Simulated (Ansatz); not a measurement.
GaN in the h-MgO structure, relaxed with r2SCAN in the plane-wave code Ansatz. Space group P6_3/mmc (No. 194), hexagonal; a = 3.300 Å, c = 4.756 Å in the conventional setting, 11.21 Å³ an atom. Around Ga lie 3 N at 1.91 Å; around N lie 3 Ga at 1.91 Å.

The axes x, y and z are those of this cell:
```yaml
crystal:
  lattice:
    - [3.30003, 0.00000, 0.00000]
    - [-1.65002, 2.85791, 0.00000]
    - [0.00000, 0.00000, 4.75587]
  atoms:
    - { symbol: Ga, position: [0.33333, 0.66667, 0.25000] }
    - { symbol: Ga, position: [0.66667, 0.33333, 0.75000] }
    - { symbol: N, position: [0.66667, 0.33333, 0.25000] }
    - { symbol: N, position: [0.33333, 0.66667, 0.75000] }
```

Unstrained: The PBE gap is direct at Γ: 1.458 eV. The r2SCAN gap is direct at Γ: 1.867 eV. With HSE06 the gap is 2.666 eV and direct, at Γ. Meshes: PBE 12×12×6, r2SCAN 12×12×6, HSE06 6×6×4. Strains are changes of length per length. After each strain the atoms were relaxed again with r2SCAN within the symmetry that the strain leaves, so tilts or polar shifts that break it weren't tested; points keep the names that they have in the unstrained zone. Simulation only: spin-unpolarised, and no claim that this is the phase found in nature.

Task: Apply uniaxial -3.38 % along x, other directions held. How far does the gap move, against the unstrained cell?

Result: PBE: the gap goes from 1.458 to 1.783 eV (+0.325 eV); with r2SCAN the top three valence levels at Γ, grouped 1+2 from the top over 939 meV, become 1+1+1 over 1020 meV. r2SCAN: the gap goes from 1.867 to 2.205 eV (+0.338 eV). HSE06: the gap goes from 2.666 to 3.024 eV (+0.358 eV). The r2SCAN energy rises by 17.3 meV an atom.

Task: Apply uniaxial +0.3 % along z, other directions held. How far does the gap move, against the unstrained cell?

Result: PBE: the gap goes from 1.458 to 1.438 eV (-0.020 eV). r2SCAN: the gap goes from 1.867 to 1.846 eV (-0.021 eV). HSE06: the gap goes from 2.666 to 2.644 eV (-0.022 eV). The r2SCAN energy rises by 0.0 meV an atom.

The meshes of the hybrids are coarse, so their gaps aren't converged to the digits shown.

The splittings at Γ are without spin-orbit coupling, which regroups them where it is of like size or larger.
